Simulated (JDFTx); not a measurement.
Crystal: As.

```
CELL_PARAMETERS angstrom
2.97948 -0.10062 0.32377
-0.10062 2.58301 0.26188
0.32377 0.26188 2.54855
ATOMIC_POSITIONS crystal
As 0.50000 0.50000 0.50000
```

Program: JDFTx 1.7.0 (patched build). Alike in all runs: potentials or basis SG15-PBE-1.2 with smoothed tails; no spin polarisation; cell as given; k mesh 6 × 6 × 7; cutoff (eV) 1088; smearing fermi-dirac 0.05 eV; the mesh is coarse, so values aren't converged. Hardware: 1 thread of Arm Neoverse V1 (shared host).

Question: Order these runs on this cell by their wall time, lowest first.
A. task band structure; level LDA; band ratio of the Davidson solver 1.3; max SCF steps 30; SCF threshold on the energy 1e-06 Ha; solver of the electrons minimize; further solve for the empty bands no
B. task single point; level LDA; max SCF steps 100; SCF threshold on the energy 1e-09 Ha; solver of the electrons scf; further solve for the empty bands yes
C. task single point; level M06-L; max SCF steps 100; SCF threshold on the energy 1e-09 Ha; solver of the electrons scf; further solve for the empty bands yes
D. task band structure; level M06-L; band ratio of the Davidson solver 1.3; max SCF steps 30; SCF threshold on the energy 1e-06 Ha; solver of the electrons minimize; further solve for the empty bands no

Answer: A (4.4 s), D (12 s), B (44 s), C (160 s).

Caveats: all runs use coarse meshes.
